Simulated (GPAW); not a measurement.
# InAs (F-43m) in GPAW: equation of state

How stiff is InAs in PBEsol, and what volume does it want? The cell is scaled to several volumes.

All numbers are computed with GPAW 26.7.0; they aren't measurements. Logs are shortened: lines on timing, memory, paths and dates and some standing lists are left out, and cuts for length are marked. The log counts tension as positive stress, the text compression.

**1. Starting point**

It takes space group F-43m (No. 216, cubic). The conventional cell has a = 6.036 Å, b = 6.036 Å, c = 6.036 Å, α = 90.00°, β = 90.00°, γ = 90.00°. Around In (site symmetry -43m) lie 4 As at 2.61 Å. As (site symmetry -43m) has 4 In at 2.61 Å as nearest neighbours.

**2. Equation of state, PBEsol**

Contents of run.py:

```python
from ase import Atoms
from ase.eos import EquationOfState
from ase.io import Trajectory
from ase.units import GPa
from gpaw import GPAW, PW, setup_paths

setup_paths.insert(0, '.')

atoms = Atoms(['In', 'As'],
              cell=[[0.0, 3.018, 3.018],
                    [3.018, 0.0, 3.018],
                    [3.018, 3.018, 0.0]],
              scaled_positions=[[0.0, 0.0, 0.0],
                                [0.75, 0.75, 0.75]],
              pbc=True)

traj = Trajectory('eos.traj', 'w')
volumes, energies = [], []
for x in [0.94, 0.96, 0.98, 1.0, 1.02, 1.04, 1.06]:
    a = atoms.copy()
    a.set_cell(atoms.cell * x**(1 / 3), scale_atoms=True)
    calc = GPAW(mode=PW(600),
                xc='PBEsol',
                kpts={'size': (8, 8, 8), 'gamma': True},
                occupations={'name': 'fermi-dirac', 'width': 0.05},
                nbands=18,
                convergence={'density': 1e-05, 'energy': 1e-05},
                maxiter=150,
                txt=f'eos-{x:.2f}.txt')
    a.calc = calc
    energies.append(a.get_potential_energy(force_consistent=True))
    volumes.append(a.get_volume())
    p = -a.get_stress()[:3].mean() / GPa
    calc.write(f'eos-{x:.2f}.gpw')
    traj.write(a)
    print(f'{x:.2f} {volumes[-1]:10.4f} A^3 {energies[-1]:14.6f} eV {p:9.3f} GPa', flush=True)

v0, e0, B = EquationOfState(volumes, energies, eos='birchmurnaghan').fit()
print(f'V0 = {v0:.4f} A^3, E0 = {e0:.6f} eV, B0 = {B / GPa:.2f} GPa')
```

Potentials or basis: PAW data sets generated in the run's folder for this functional, pw.

On the command line:

```sh
> gpaw-setup -f PBEsol As In
> OMP_NUM_THREADS=1 python run.py
```

Log:

```text
__  _  _
 | _ |_)|_||  |
 |__||  | ||/\| - 26.7.0

Input parameters:
  mode=PW(ecut=600.0),
  convergence={'density': 1e-05, 'energy': 1e-05},
  kpts=MonkhorstPack(size=(8, 8, 8), gamma=True),
  maxiter=150,
  nbands=18,
  occupations=Occupations(name='fermi-dirac', width=0.05),
  xc=XC(name='PBEsol')

Diagonalizing LCAO Hamiltonian
Converting LCAO to pw mode

                     As

       In

Atoms  # Å, Bohr magnetons
|   | symbol |        x |        y |        z |    initial magnetic moments |
|---|--------|----------|----------|----------|-----------------------------|
| 0 |     In | 0.000000 | 0.000000 | 0.000000 | ( 0.0000,  0.0000,  0.0000) |
| 1 |     As | 4.434586 | 4.434586 | 4.434586 | ( 0.0000,  0.0000,  0.0000) |

Unit cell  # Å
| periodic |        x |        y |        z |  lengths |    angles |
|----------|----------|----------|----------|----------|-----------|
|      yes | 0.000000 | 2.956391 | 2.956391 | 4.180968 | 60.000000 |
|      yes | 2.956391 | 0.000000 | 2.956391 | 4.180968 | 60.000000 |
|      yes | 2.956391 | 2.956391 | 0.000000 | 4.180968 | 60.000000 |

Number of symmetries: 24
Symmetry operations  # r_c * U_cc + t_c -> r_c
|    | kind |            matrix            |
|----|------|------------------------------|
|  0 |  E   |  1, 0, 0,  0, 1, 0,  0, 0, 1 |
|  1 |  σ   |  1, 0, 0,  0, 0, 1,  0, 1, 0 |
|  2 |  σ   |  1, 0,-1,  0, 1,-1,  0, 0,-1 |
|  3 |  C3  |  1, 0,-1,  0, 0,-1,  0, 1,-1 |
|  4 |  C3  |  1,-1, 0,  0,-1, 1,  0,-1, 0 |
|  5 |  σ   |  1,-1, 0,  0,-1, 0,  0,-1, 1 |
|  6 |  σ   |  0, 1, 0,  1, 0, 0,  0, 0, 1 |
|  7 |  C3  |  0, 1, 0,  0, 0, 1,  1, 0, 0 |
|  8 |  C2  |  0, 1,-1,  1, 0,-1,  0, 0,-1 |
|  9 |  S4  |  0, 1,-1,  0, 0,-1,  1, 0,-1 |
| 10 |  C3  |  0, 0, 1,  1, 0, 0,  0, 1, 0 |
| 11 |  σ   |  0, 0, 1,  0, 1, 0,  1, 0, 0 |
| 12 |  S4  |  0, 0,-1,  1, 0,-1,  0, 1,-1 |
| 13 |  C3  |  0, 0,-1,  0, 1,-1,  1, 0,-1 |
| 14 |  S4  |  0,-1, 1,  1,-1, 0,  0,-1, 0 |
| 15 |  C2  |  0,-1, 1,  0,-1, 0,  1,-1, 0 |
| 16 |  C3  |  0,-1, 0,  1,-1, 0,  0,-1, 1 |
| 17 |  S4  |  0,-1, 0,  0,-1, 1,  1,-1, 0 |
| 18 |  S4  | -1, 1, 0, -1, 0, 1, -1, 0, 0 |
| 19 |  C3  | -1, 1, 0, -1, 0, 0, -1, 0, 1 |
| 20 |  C3  | -1, 0, 1, -1, 1, 0, -1, 0, 0 |
| 21 |  S4  | -1, 0, 1, -1, 0, 0, -1, 1, 0 |
| 22 |  σ   | -1, 0, 0, -1, 1, 0, -1, 0, 1 |
| 23 |  C2  | -1, 0, 0, -1, 0, 1, -1, 1, 0 |

BZ-sampling:
  Number of BZ points: 512
  Number of IBZ points: 29

  Monkhorst-Pack size: [8, 8, 8]
  Monkhorst-Pack shift: [0.0625, 0.0625, 0.0625]

K-points  # in reciprocal-cell coordinates
|     |                                coordinates |     weight |
|-----|--------------------------------------------|------------|
|   0 | (  0.00000000,   0.00000000,   0.00000000) | 0.00195312 |
|   1 | (  0.12500000,   0.12500000,   0.00000000) | 0.01171875 |
|   2 | (  0.12500000,   0.12500000,   0.12500000) | 0.01562500 |
|   3 | (  0.25000000,   0.12500000,   0.12500000) | 0.02343750 |
|   4 | (  0.25000000,   0.25000000,   0.00000000) | 0.01171875 |
|   5 | (  0.25000000,   0.25000000,   0.12500000) | 0.04687500 |
|   6 | (  0.25000000,   0.25000000,   0.25000000) | 0.01562500 |
|   7 | (  0.37500000,   0.25000000,  -0.37500000) | 0.04687500 |
|   8 | (  0.37500000,   0.25000000,   0.12500000) | 0.04687500 |
|   9 | (  0.37500000,   0.25000000,   0.25000000) | 0.04687500 |
| ... |                                            |            |
|  28 | (  0.50000000,   0.50000000,   0.50000000) | 0.00781250 |

Plane wave coefficients: 1759
Cutoff: 600.0 eV

Spin-components: 1 (collinear spins)
Bands:           18
Projectors:      11
Spin-degeneracy: 2
Datatype:        complex128

Parallelization:
  kpt:    1
  domain: 1
  band:   1

Density:
  Valence electrons: 18.0
  Components: 1
  Grid points: [24 24 24]
  Charge: 0.0  # |e|

Potential:
  Grid points: [24 24 24]

species:
  In:
    name:    Indium
    Z:       49.0
    valence: 13
    core:    36
    charge:  0.0  # [|e|]
    compensation charges:
      type: gauss
      rc: 0.36  # [Å]
      lmax: 2
    cutoffs:
      filter: 2.09  # [Å]
      core: 2.48  # [Å]
    projectors
    | kind |    occ | energy [eV] | rcut [Å] |
    |------|--------|-------------|----------|
    |   5s |  2.000 |      -8.248 |    1.185 |
    |   5p |  1.000 |      -2.521 |    1.244 |
    |   4d | 10.000 |     -18.596 |    1.148 |
    |    s |        |      18.964 |    1.185 |
    |    p |        |      24.691 |    1.244 |
    |    d |        |       8.615 |    1.148 |

    Using partial waves for In as LCAO basis

  As:
    name:    Arsenic
    Z:       33.0
    valence: 5
    core:    28
    charge:  0.0  # [|e|]
    compensation charges:
      type: gauss
      rc: 0.33  # [Å]
      lmax: 2
    cutoffs:
      filter: 1.87  # [Å]
      core: 2.96  # [Å]
    projectors
    | kind |    occ | energy [eV] | rcut [Å] |
    |------|--------|-------------|----------|
    |   4s |  2.000 |     -14.495 |    1.058 |
    |   4p |  3.000 |      -5.197 |    1.058 |
    |    s |        |      12.716 |    1.058 |
    |    p |        |      22.014 |    1.058 |
    |    d |        |       0.000 |    1.058 |

    Using partial waves for As as LCAO basis

Reference energy: -221362.052302  # eV

eigensolver:
  PPCG
  Converge bands: occupied
  niter=2

density mixing:
  MSR1-Mixer
  Pratt-step length: 0.05
  Maximum mixing coefficient: 0.75
  Old densities: 10
  SVD Regularization: 0.005
  Good broyden scale: 1.0
  Trust region scale: 1.0
  Backstep threshold: 4.0
  History deletion threshold: 6.0
  Fourier metric: weight=20.0, sigma=0.015

occupation numbers:
  Fermi-Dirac:
    width: 0.0500  # eV

poisson solver:
  ecut: 4800.0  # eV

xc functional:
  name: PBEsol with 2 nearest neighbor stencil

convergence criteria:
- Maximum integral of absolute [dens]ity change: 1e-05 electrons / valence electron
- Maximum [total energy] change in last 3 cyles: 1e-05 eV / valence electron
- Maximum integral of absolute [eigenst]ate change: 4e-08 eV^2 / valence electron
maximum number of iterations: 150

SCF iterations
|iter     | |      energy | eigst |  dens |
|---------|-|-------------|-------|-------|
|iter:   1| |   -8.886886 | -0.31 |       |
|iter:   2| |   -8.840711 | -2.36 | -1.18 |
|iter:   3| |   -8.646609 | -1.97 | -1.22 |
|iter:   4| |   -8.645170 | -3.35 | -1.82 |
|iter:   5| |   -8.645040 | -4.20 | -2.35 |
|iter:   6| |   -8.645063c| -5.70 | -3.16 |
|iter:   7| |   -8.645066c| -6.55 | -3.63 |
|iter:   8| |   -8.645066c| -8.18c| -4.63 |
|iter:   9| |   -8.645066c| -8.57c| -5.33c|

Converged in 9 steps
Energy contributions relative to reference atoms: (reference = -221362.052302)

Energy contributions:
  Kinetic:          30.477162
  Coulomb:         -27.419641
  Zero:              0.129060
  External:          0.000000
  Xc:              -11.831406
  Entropy:          -0.000479
  Spinorbit:         0.000000
  ----------------------------
  Free energy:      -8.645305
  Extrapolated:     -8.645066

dipole moment: (-16.668878, -16.668878, -16.668878)  # |e|*Ang

Fermi level: 5.522
Eigenvalues  # (at kpt = [0.000, 0.000, 0.000])
| band index |      eig [eV] | occ [0-2] |
|------------|---------------|-----------|
|          0 |        -8.971 |     2.000 |
|        ... |               |           |
|          2 |        -8.971 |     2.000 |
|          3 |        -8.812 |     2.000 |
|          4 |        -8.812 |     2.000 |
|          5 |        -6.907 |     2.000 |
|          6 |         5.445 |     1.646 |
|          7 |         5.445 |     1.646 |
|          8 |         5.445 |     1.646 |
|          9 |         5.505 |     1.166 |
|         10 |         9.306 |     0.000 |
|         11 |         9.306 |     0.000 |
|         12 |         9.306 |     0.000 |
|         13 |        13.055 |     0.000 |
|         14 |        15.328 |     0.000 |
|         15 |        15.328 |     0.000 |
|         16 |        15.918 |     0.000 |
|         17 |        15.918 |     0.000 |

No gap
No difference between direct/indirect transitions

Stress tensor  # eV/Ang^3
|         x |         y |         z |
|-----------|-----------|-----------|
| -0.035945 |  0.000000 |  0.000000 |
|  0.000000 | -0.035945 | -0.000000 |
|  0.000000 | -0.000000 | -0.035945 |

# Writing to eos-0.94.gpw (mode='')
```

It took 1.9 min on 1 thread of Arm Neoverse V1, shared host; peak memory 0.31 GiB.

What came out:

```
Equilibrium volume                      : 28.12 Å³/atom
Bulk modulus                            : 56 GPa
Pressure derivative of the bulk modulus : 4.7
```

Energy against volume, from the lowest point:
```
volume (Å³/atom)  energy (meV/atom)
          25.840              38.04
          26.389              21.02
          26.939               9.36
          27.489               2.53
          28.039               0.00
          28.588               1.32
          29.138               6.09
```
